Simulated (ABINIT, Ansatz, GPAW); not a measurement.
NaF: band gap by level of theory

It takes space group Fm-3m (No. 225, cubic). The conventional cell has a = 4.640 Å, b = 4.640 Å, c = 4.640 Å, α = 90.00°, β = 90.00°, γ = 90.00°. Around Na (site symmetry m-3m) lie 6 F at 2.32 Å. F (site symmetry m-3m) has 6 Na at 2.32 Å as nearest neighbours.

```csv
rung,level,program and potentials,cutoff (eV),k mesh,task,core time,chip,band gap (eV),notes
LDA,LDA,"Ansatz, Ansatz PAW",420,6 × 6 × 6,projected density of states,0.95 s,Intel Xeon,5.96,"potentials made for PBE, which Ansatz adapts in part; 8 valence electrons an atom on average"
GGA,PBE,"Ansatz, Ansatz PAW",420,6 × 6 × 6,projected density of states,1 s,Intel Xeon,6.29,8 valence electrons an atom on average
GGA,RPBE,"Ansatz, Ansatz PAW",420,6 × 6 × 6,projected density of states,1.2 s,Intel Xeon,6.61,"potentials made for PBE, which Ansatz adapts in part; 8 valence electrons an atom on average"
GGA,revPBE,"Ansatz, Ansatz PAW",420,6 × 6 × 6,projected density of states,1.2 s,Intel Xeon,6.58,"potentials made for PBE, which Ansatz adapts in part; 8 valence electrons an atom on average"
GGA,PBEsol,"Ansatz, Ansatz PAW",420,6 × 6 × 6,projected density of states,1.3 s,Intel Xeon,6.16,"potentials made for PBE, which Ansatz adapts in part; 8 valence electrons an atom on average"
GGA,BLYP,"Ansatz, Ansatz PAW",420,6 × 6 × 6,projected density of states,1.3 s,Intel Xeon,6.37,"potentials made for PBE, which Ansatz adapts in part; 8 valence electrons an atom on average"
meta-GGA,r2SCAN,"Ansatz, Ansatz PAW",500,6 × 6 × 6,projected density of states,2.2 s,Intel Xeon,7.11,"potentials made for PBE, which Ansatz adapts in part; 8 valence electrons an atom on average"
hybrid,r2SCAN0,"Ansatz, Ansatz PAW",500,6 × 6 × 6,projected density of states,20 s,Intel Xeon,9.74,"potentials made for PBE, which Ansatz adapts in part; 8 valence electrons an atom on average"
non-local van der Waals functional,vdW-DF2,"GPAW, GPAW PAW data sets (gpaw-data 1.2.1)",800,8 × 8 × 8,band structure,35 s,Arm Neoverse V1,6.25,potentials made for PBE; 7 valence electrons an atom on average
meta-GGA,r2SCAN,"GPAW, GPAW PAW data sets (gpaw-data 1.2.1)",800,10 × 10 × 10,band structure,2.2 min,Arm Neoverse V1,7.11,potentials made for PBE; 7 valence electrons an atom on average
LDA,LDA,"GPAW, the program's PAW data sets (release 1.2.1) made for this functional",600,8 × 8 × 8,dielectric tensor,4.7 min,Arm Neoverse V2,5.94,7 valence electrons an atom on average
meta-GGA,r2SCAN,"ABINIT, Ansatz NC r2SCAN",1497,10 × 10 × 10,single point,8.6 min,Intel Xeon Platinum 8488C Sapphire Rapids,7.14,8 valence electrons an atom on average
```

Times are single runs on shared hosts and different chips, so they are rough; meshes, cutoffs and the tasks' sizes weigh on the time. All rows: no spin polarisation. Gaps are the least found on the k mesh or the band path, and a mesh can miss the band edges. The cell comes from a database and isn't always the measured one. Meshes differ between rows, which moves values too. All levels ran on this one cell, unrelaxed unless noted. Meshes are those of the run's cell of 2 atoms unless a note names another. Runs on faulty files, with rough fits or with known faults for this quantity aren't shown. No row holds spin-orbit coupling.

By rung: LDA 5.94 to 5.96; GGA 6.16 to 6.61; non-local van der Waals functional 6.25; meta-GGA 7.11 to 7.14; hybrid 9.74 (eV).
